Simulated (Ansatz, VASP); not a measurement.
**HfMg (Hf-Mg stack, (100) layers): VASP beside Ansatz**

Wanted: the spread between two codes on one cell, functional and k mesh. Of the first pair: The structure shown is the start of the Ansatz relaxation below; VASP solves that cell, so the two are compared at the walk's first step.

Calculated with Ansatz 0.2.0; plane waves, with VASP 6.6.1 beside it; PBEsol.

## Step 1: Set-up

The cell holds 2 atoms: 1 Hf and 1 Mg. Cell: a = 3.204 Å, b = 3.204 Å, c = 28.331 Å, α = 90.0°, β = 90.0°, γ = 90.0°. It derives from HfMg. Vacuum lies along c. The height across the vacuum is the one that the program set for its solve, not the one typed.

## Step 2: Ansatz: relaxation, PBEsol

Ansatz runs on its default PAW (the set named soft_2) files.

The two programs are compared at the cell with which this relaxation starts, whose forces are those of its first step.

Contents of input.yaml:

```yaml
crystal:
  lattice:
    - [3.2041, 0.0, 0.0]
    - [0.0, 3.2041, 0.0]
    - [0.0, 0.0, 13.26564]
  atoms:
    - { symbol: Hf, position: [0.0, 0.0, 0.414605] }
    - { symbol: Mg, position: [0.5, 0.5, 0.585395] }
  periodic: [true, true, false]
kpoints:
  mp_grid: { grid: [6, 6, 1] }
hamiltonian:
  xc: pbesol
scf:
  occupations: { method: gaussian, width: 0.1 }
output:
  forces: true
  stress: true
  eigenvalues: true
relax:
  adjacent_minimum: "off"
  f_tol: 0.05
  max_steps: 80
  cell: { stress_2d_tol: 0.02 }
```

On the command line:

```console
$ ansatz run input.yaml --threads 4 --pin off --max-ram 16384MiB --backend cpu --events-out ev --progress --plain --runs-dir out
```

Numbers of over 12 decimals in the logs are rounded to 6 here.

Log:

```text
Warning: crystal.periodic: the lattice vector that does not repeat stood 0.000° off the slab's normal, 13.266 Å along it as the deck builds it. The run solves the slab on a vector along the normal, 28.331 Å long, with every atom where it was (on the deck's vector they left 11.00 Å outside them, and the widest stretch free of ions among them is 2.27 Å). A fractional position that the run reports is one of the run's ce [...]
The last accepted step is kept in <dir> (removed where the run ends without a failure and the disk answers)
crystal.periodic: the lattice vector that does not repeat stood 0.000° off the slab's normal, 13.266 Å along it as the deck builds it. The run solves the slab on a vector along the normal, 28.331 Å long, with every atom where it was (on the deck's vector they left 11.00 Å outside them, and the widest stretch free of ions among them is 2.27 Å). A fractional position that the run reports is one of the run's cell, which [...]
Engine: ansatz 0.2.0, aarch64-unknown-linux-gnu
Pseudopotentials: kind: paw
Pseudopotential: Hf, paw, valence charge 26, recommended cutoff 420 eV (normal), Hf.paw.azcp
Pseudopotential: Mg, paw, valence charge 10, recommended cutoff 420 eV (normal), Mg.paw.azcp
Functional definition: PBEsol
  exchange = pbesol_x
  correlation = pbesol_c
Crystal: 2 atoms, lattice volume = 290.856 Å³
Basis set: ecut = 420 eV, 5703 PW (Γ), exchange–correlation on 48×48×384 points (8 copies of the dense FFT grid, shifted against one another)
Bands: 22, of which v1, the nominal top of the filled ones, is band 18 counted from 1 (17 counted from 0)
Symmetry: 8 space group operations
Space group: P4mm (ITA 99), of the structure as read, at distance tolerance 6.6e-5 Å
k-points: 10 of 36
Non-local potential: Hf, projectors of the file, l = 0: 3, l = 1: 2, l = 2: 2, l = 3: 3
Non-local potential: Mg, projectors of the file, l = 0: 3, l = 1: 2, l = 2: 1
PAW form: soft (Blöchl's): semilocal exchange-correlation on the pseudo side does not see the compensation charge
PAW frozen core: Hf, regenerated for the run's functional, and the local potential with it (the file was generated under x = pbe(κ = 0.804, μ = 0.219515), c = pbe(β = 0.066725))
PAW frozen core: Mg, regenerated for the run's functional, and the local potential with it (the file was generated under x = pbe(κ = 0.804, μ = 0.219515), c = pbe(β = 0.066725))
PAW one-centre angular grid: Hf, 590 points (default); XC on 64 Gauss nodes
PAW one-centre angular grid: Mg, 110 points (default); XC on 64 Gauss nodes
Initial density: superposition of atomic densities (neutral atoms: chi_scale 0, normalization atom), corrected by the library's trained network
Initial wavefunctions: pseudopotential atomic-orbital guess
Functional: x = pbesol(κ = 0.804, μ = 0.123457), c = pbesol(β = 0.046)
SCF iter   1: F=—  HF=-17507.765096 eV  |F-HF|=—  |Δ(HF+E_count)|=         —  Δρ=2.12e-3  dr2=1.45e-1  ethr=1.77e-3  ⟨swp⟩=10.0  Hψ=1304  notcnv=0
[...]
SCF iter   6: F=—  HF=-17508.134389 eV  |F-HF|=—  |Δ(HF+E_count)|=   1.53e-6  Δρ=1.87e-5  dr2=6.78e-6  ethr=1.00e-7  ⟨swp⟩=2.4  Hψ=366  notcnv=0
SCF iter   7: F=—  HF=-17508.134390 eV  |F-HF|=—  |Δ(HF+E_count)|=   8.02e-7  Δρ=9.87e-6  dr2=2.19e-6  ethr=1.88e-8  ⟨swp⟩=2.4  Hψ=344  notcnv=0
SCF iter   8: F=-17508.134390 eV  HF=-17508.134390 eV  |F-HF|=6.01e-8  |Δ(HF+E_count)|=   2.16e-7  Δρ=5.67e-6  dr2=1.36e-7  ethr=5.56e-10  ⟨swp⟩=8.4  Hψ=1469  notcnv=0
SCF 4 converged in 8 iterations: F = -17508.134390 eV  dr2 = 1.36e-7
relax step   4: F+E_penalty+E_count = -17508.13439035 eV  Δ(F+E_penalty+E_count) = -3.209e-3 eV  max|allowed force component| = 3.826e-2 eV/Å  Δτ_max = 0.0168 Å  P = +0.155 N/m  Ω = 242.663 Å³  energy of the carried Pulay correction = +9.300e-4 eV  fix = [c, alpha, beta]  reactions: c +0.000 N/m  (8 SCF iters, dr2 threshold 2.00e-7 eV, accepted)
[...]
relax step   5: F+E_penalty+E_count = -17508.13462771 eV  Δ(F+E_penalty+E_count) = -2.374e-4 eV  max|allowed force component| = 5.666e-3 eV/Å  Δτ_max = 0.0040 Å  P = +0.019 N/m  Ω = 243.026 Å³  energy of the carried Pulay correction = +9.224e-4 eV  fix = [c, alpha, beta]  reactions: c +0.000 N/m  (8 SCF iters, dr2 threshold 4.01e-8 eV, accepted)
[...]
relax step   6: F+E_penalty+E_count = -17508.13392070 eV  Δ(F+E_penalty+E_count) = +7.070e-4 eV  max|allowed force component| = 5.709e-3 eV/Å  Δτ_max = 0.0000 Å  P = +0.014 N/m  Ω = 243.026 Å³  fix = [c, alpha, beta]  reactions: c +0.000 N/m  stress off target by 1.39e-2 N/m on what of the cell is left free  SCF on the basis re-selected at this cell (its energy is not comparable with the rows above)  (10 SCF iters)
basis re-selected at this cell: Δ(F+E_penalty+E_count) = +7.070e-4 eV, ΔP = -0.005 N/m vs the last step (what re-selecting the basis moved, of the pressure what is left beyond the Pulay correction that the steps carried, after the strain that the cell walked since its last selection, with what the two solves' SCF thresholds leave and, on support functions, any second-order correction that the steps lacked; it is no measure of the basis error at this ecutwfc). The dense FFT grid was sized anew with the basis: this SCF ran on 20×20×192 points, the steps before it on 24×24×192, so part of this shift can come from that change (see relax.cell in the input reference). [rest of the remark cut]
SCF converged after 10 iterations
Free energy (F): -17508.133921 eV
Harris-Foulkes:  -17508.133921 eV  (|F-HF|=7.28e-11)
Internal energy: -17508.117643 eV  (E = F + TS)
E sigma→0 (E₀):  -17508.125782 eV
Entropy (-TS):   -0.016278 eV (-8.139 meV/atom)
Fermi energy:    -3.788221 eV
--- Per-component energies (eV) ---
  E_band       = -1023.539597
  E_kinetic    = 500.658021
  E_local      = -87175.899003  (includes V_loc(G=0)·N_el)
  E_nonlocal   = -1142.483345
  E_hartree    = 42851.063609
  E_xc         = -325.078402
  E_vxc        = -301.407400  (∫ρ·V_xc dr)
  E_paw        = -7087.894184  (= ΣΔE_a)
  E_vpaw       = 1393.464896  (= ΣTr[D̂ρ^β])
  E_aug_tail   = -0.000006  (compensation charges beyond the density's cutoff)
  E_ewald      = 34870.205713
  E_core_change = 1.309954  (= ΣΔE_core)
  E_smearing   = -0.016278  (= −TS)
  E_closure    = 0.000000  (closes the sum)
  Σ components = -17508.133921   (vs F -17508.133921, Δ=0.00e0)
--- Forces (eV/Å), atoms counted from 1 ---
  atom   1  Hf     0.00000000     0.00000000    -0.00570911
  atom   2  Mg    -0.00000000    -0.00000000     0.00570917
  max |Σ_I F_I| component: 5.38e-8 eV/Å
--- 2D stress c σ (N/m, compression-positive) ---
        0.013919       0.000000       0.000000
        0.000000       0.013919       0.000000
        0.000000       0.000000       0.000000
  P = ½ c Tr σ = 0.0139 N/m
--- Band table (eV; the first three rows and the last of 10) ---
  k-point 0: bands = [... 14 lower, -15.5557, -10.1043, -7.4596, -4.9349, -3.8340, -3.7239, -0.7235, 0.2173]
  k-point 1: bands = [... 14 lower, -15.5459, -9.5042, -6.8919, -4.4089, -3.8292, -3.3733, -0.8547, -0.1516]
  k-point 2: bands = [... 14 lower, -15.5240, -8.0294, -5.7496, -4.4084, -3.4048, -2.5784, -0.9552, -0.0917]
  k-point 9: bands = [... 14 lower, -15.5640, -6.3881, -4.1609, -4.1609, -2.3361, -0.2677, -0.2677, 1.6185]
--- Relaxed structure (5 steps of the walk, 5 accepted, 1 SCFs on fresh bases) ---
  F+E_penalty+E_count = -17508.13392070 eV   max|allowed force component| = 5.709e-3 eV/Å   (the final SCF, on the basis selected at the relaxed cell)
  cell:  # Å, volume = 243.0259 Å³
    - [2.928824, 0, 0]
    - [0, 2.928824, 0]
    - [0, 0, 28.3312773112]
  atoms:
    - { symbol: Hf, position: [1.7099530218054154e-18, 0, 0.195127] }
    - { symbol: Mg, position: [0.500000, 0.500000, 0.273106] }
```

The column dr2 measures how far the density is from self-consistency, as an energy; F and HF (Harris–Foulkes) agree once it is small.

## Step 3: VASP: single point, PBEsol, start cell, pair 1

The same cell, functional, mesh and smearing now go to VASP, with its own data sets.

Lines of VASP's logs that name or quote its potential files are left out, and so is its time.

Contents of INCAR:

```
SYSTEM = HfMg
PREC = Accurate
ENCUT = 520
EDIFF = 1E-06
NELM = 120
ISMEAR = 0
SIGMA = 0.1
LREAL = .FALSE.
ALGO = Normal
GGA = PS
NBANDS = 12
LASPH = .TRUE.
LORBIT = 11
LWAVE = .FALSE.
LCHARG = .FALSE.
ISIF = 2
LDIPOL = .TRUE.
IDIPOL = 3
DIPOL = 0.5 0.5 0.234
LVHAR = .TRUE.
GGA_COMPAT = .FALSE.
NELMDL = -8
KPAR = 2
```

Contents of POSCAR:

```
HfMg
1.0
    3.2041000000      0.0000000000      0.0000000000
    0.0000000000      3.2041000000      0.0000000000
    0.0000000000      0.0000000000     28.3312770000
Hf Mg
1 1
Direct
    0.0000000000      0.0000000000      0.1941317718
    0.5000000000      0.5000000000      0.2741012698
```

Contents of KPOINTS:

```
Automatic mesh
0
Gamma
6 6 1
0 0 0
```

The projector-augmented-wave data sets are Hf_pv and Mg (PBE family, release 64).

On the command line:

```console
$ mpirun -np 2 vasp_std
```

Log:

```text
[banner, memory and clock lines left out]
running    2 mpi-ranks, on    1 nodes
 distrk:  each k-point on    1 cores,    2 groups
 distr:  one band on    1 cores,    1 groups

 POSCAR found type information on POSCAR HfMg
 POSCAR found :  2 types and       2 ions
|                                                                             |
|               ----> ADVICE to this user running VASP <----                  |
|                                                                             |
|     You enforced a specific xc type in the INCAR file but a different       |
|     [... a line on the potential file left out ...]
|     I HOPE YOU KNOW WHAT YOU ARE DOING!                                     |
|                                                                             |

 LDA part: xc-table for (Slater+PW92), standard interpolation
 POSCAR, INCAR and KPOINTS ok, starting setup
 FFT: planning ... GRIDC
 FFT: planning ... GRID_SOFT
 FFT: planning ... GRID
 WAVECAR not read
 entering main loop
       N       E                     dE             d eps       ncg     rms          rms(c)
DAV:   1     0.119381704889E+02    0.11938E+02   -0.55201E+03   320   0.673E+02
DAV:   2    -0.892704883020E+01   -0.20865E+02   -0.19884E+02   376   0.892E+01
DAV:   3    -0.110282383659E+02   -0.21012E+01   -0.19036E+01   344   0.176E+01
DAV:   4    -0.110934360122E+02   -0.65198E-01   -0.63959E-01   308   0.295E+00
DAV:   5    -0.110959446375E+02   -0.25086E-02   -0.25054E-02   340   0.525E-01
DAV:   6    -0.110960484674E+02   -0.10383E-03   -0.10363E-03   312   0.832E-02
DAV:   7    -0.110960498944E+02   -0.14270E-05   -0.14267E-05   352   0.115E-02
DAV:   8    -0.110960499769E+02   -0.82569E-07   -0.82697E-07   256   0.218E-03    0.324E+01
DAV:   9    -0.101154314593E+02    0.98062E+00   -0.19810E+00   268   0.606E+00    0.187E+01
DAV:  10    -0.100962349494E+02    0.19197E-01   -0.28701E+00   276   0.575E+00    0.474E+00
DAV:  11    -0.996967362815E+01    0.12656E+00   -0.50994E+00   332   0.474E+00    0.227E+00
DAV:  12    -0.988528042850E+01    0.84393E-01   -0.65387E-01   288   0.239E+00    0.965E-01
DAV:  13    -0.988046395653E+01    0.48165E-02   -0.29852E-02   280   0.764E-01    0.276E-01
DAV:  14    -0.988002631170E+01    0.43764E-03   -0.53242E-03   316   0.285E-01    0.303E-01
[...]
DAV:  20    -0.988169283295E+01   -0.13732E-03   -0.21794E-05   284   0.170E-02    0.604E-03
DAV:  21    -0.988171921046E+01   -0.26378E-04   -0.40628E-06   304   0.603E-03    0.403E-03
DAV:  22    -0.988174643809E+01   -0.27228E-04   -0.15767E-06   288   0.346E-03    0.197E-03
DAV:  23    -0.988175389020E+01   -0.74521E-05   -0.65860E-07   276   0.181E-03    0.848E-04
DAV:  24    -0.988177102641E+01   -0.17136E-04   -0.12092E-06   260   0.194E-03    0.868E-04
DAV:  25    -0.988177440993E+01   -0.33835E-05   -0.61582E-08   236   0.580E-04    0.434E-04
DAV:  26    -0.988177845235E+01   -0.40424E-05   -0.16655E-07   232   0.710E-04    0.197E-04
DAV:  27    -0.988177910766E+01   -0.65531E-06   -0.17159E-08   216   0.317E-04
   1 F= -.98817791E+01 E0= -.98725647E+01  d E =-.184288E-01
```

Parts of OUTCAR (step 3):

```text
ion  position               nearest neighbor table
   1  0.000  0.000  0.194-   2 3.20   2 3.20   2 3.20   2 3.20
   2  0.500  0.500  0.274-   1 3.20   1 3.20   1 3.20   1 3.20

  LATTYP: Found a simple tetragonal cell.
 ALAT       =     3.2041000000
 C/A-ratio  =     8.8421950002

 Subroutine GETGRP returns: Found  8 space group operations
 (whereof  8 operations were pure point group operations)

The static configuration has the point symmetry C_4v.

 Found     10 irreducible k-points:

   k-points           NKPTS =     10   k-points in BZ     NKDIM =     10   number of bands    NBANDS=     12

   dimension x,y,z NGX =    24 NGY =   24 NGZ =  216
   dimension x,y,z NGXF=    48 NGYF=   48 NGZF=  432

   ENCUT  =  520.0 eV  38.22 Ry    6.18 a.u.   5.96  5.96 52.68*2*pi/ulx,y,z

   NELECT =      12.0000    total number of electrons

 k-points in reciprocal lattice and weights: Automatic mesh
   0.00000000  0.00000000  0.00000000       0.028
   0.16666667  0.00000000  0.00000000       0.111
   0.33333333  0.00000000  0.00000000       0.111
   0.50000000  0.00000000  0.00000000       0.056
   0.16666667  0.16666667  0.00000000       0.111
   0.33333333  0.16666667  0.00000000       0.222
   0.50000000  0.16666667  0.00000000       0.111
   0.33333333  0.33333333  0.00000000       0.111
   0.50000000  0.33333333  0.00000000       0.111
   0.50000000  0.50000000  0.00000000       0.028

 dipolmoment           0.000000      0.000000     -0.048825 electrons x Angstroem

 average (electrostatic) potential at core
       1 -45.0960       2 -43.7206

 E-fermi :  -2.3296

 k-point     1 :       0.0000    0.0000    0.0000
  band No.  band energies     occupation
    ...
      3     -33.2466      2.00000
      4      -8.0757      2.00000
      5      -5.5135      2.00000
      6      -3.1217      2.00000
      7      -2.3329      1.03716
      8      -2.0042      0.00000
      9       0.5435      0.00000
     10       0.5435      0.00000
     11       0.6332      0.00000
     12       1.1358      0.00000

 k-point     2 :       0.1667    0.0000    0.0000
  band No.  band energies     occupation
    ...
      3     -33.2389      2.00000
      4      -7.5881      2.00000
      5      -5.0749      2.00000
      6      -2.8026      2.00000
      7      -2.3381      1.09612
      8      -1.7677      0.00000
      9       0.0489      0.00000
     10       0.6506      0.00000
     11       1.0466      0.00000
     12       1.5342      0.00000

 k-point     3 :       0.3333    0.0000    0.0000
  band No.  band energies     occupation
    ...
      2     -33.5207      2.00000
      3     -33.2235      2.00000
      4      -6.3209      2.00000
      5      -4.1310      2.00000
      6      -2.7816      2.00000
      7      -2.2321      0.16786
      8      -1.2945      0.00000
      9      -0.0739      0.00000
     10       0.4600      0.00000
     11       0.9033      0.00000
    ...

  Total       -3.7460821     -3.7460821     -1.7656005      0.0000000     -0.0000000      0.0000000
  in kB      -20.6352433    -20.6352433     -9.7257869      0.0000000     -0.0000000      0.0000000
  external PRESSURE =     -16.9987578 kB  Pullay stress =       0.0000000 kB

  energy-cutoff  :      520.00
  volume of cell :      290.86
      direct lattice vectors                 reciprocal lattice vectors
     3.204100000  0.000000000  0.000000000     0.312100122  0.000000000  0.000000000
     0.000000000  3.204100000  0.000000000     0.000000000  0.312100122  0.000000000
     0.000000000  0.000000000 28.331277000     0.000000000  0.000000000  0.035296679

 POSITION                                       TOTAL-FORCE (eV/Angst)
 -----------------------------------------------------------------------------------
      0.00000      0.00000      5.50000         0.000000     -0.000000      0.777698
      1.60205      1.60205      7.76564         0.000000      0.000000     -0.777698
 -----------------------------------------------------------------------------------
    total drift:                                0.000000      0.000000      0.000003

  FREE ENERGIE OF THE ION-ELECTRON SYSTEM (eV)
  ---------------------------------------------------
  free  energy   TOTEN  =        -9.8817791077 eV

  energy  without entropy=       -9.8633502635  energy(sigma->0) =       -9.87256469

 vacuum level on the upper side and lower side of the slab         0.768         1.629

 total charge
# of ion       s       p       d       tot
------------------------------------------
    1        0.374   6.185   1.436   7.995
    2        0.216   0.115   0.010   0.342
--------------------------------------------------
tot          0.590   6.300   1.447   8.337

[... 3 further parts left out ...]
```

The run ends at a pressure of -1.70 GPa, with forces up to 0.78 eV/Å.

## Step 4: Side by side

Known differences besides the potentials themselves: Ansatz cuts the interaction across the vacuum, VASP repeats the sheet with a dipole correction (LDIPOL); the data sets hold 36 valence electrons in Ansatz (on its default PAW (the set named soft_2) files) and 12 in VASP; the cutoff is 420 eV in Ansatz and 520 eV in VASP; Ansatz makes its cores anew for this functional, VASP keeps those of its PBE data sets. Total energies have different zeros and are not compared.

Forces (eV/Å; atoms numbered as in POSCAR):

| atom | Ansatz x, y, z | VASP x, y, z |
| --- | --- | --- |
| Hf1 | 0.000, 0.000, 0.772 | 0.000, 0.000, 0.778 |
| Mg2 | 0.000, 0.000, -0.772 | 0.000, 0.000, -0.778 |

The forces differ by 3.4 meV/Å r.m.s., which is 0.8 % of the r.m.s. force of 0.449 eV/Å (both taken over all components). Where the cell holds vacuum, a pressure given here is an average over it and none of the material.

## Step 5: Ansatz: relaxation, PBEsol

This run makes the geometry at which the two programs are then compared.

The structure compared here is the end of the Ansatz relaxation.

This is the run of step 2 again, met here at its other cell.

(Continued in part 2 of 2.)

[Lines on the potential files, build, host, timing and source positions are cut from VASP's logs without a mark.]

[Logs are printed without paths, hosts, clocks, repeated set-up lines and the standing remarks that a program may print on its own settings, such as how far it seeks lower states.]

[Hosts, paths, dates, database ids (printed as entryN), source tags and the programs' standing remarks are cut or masked in the printed files.]
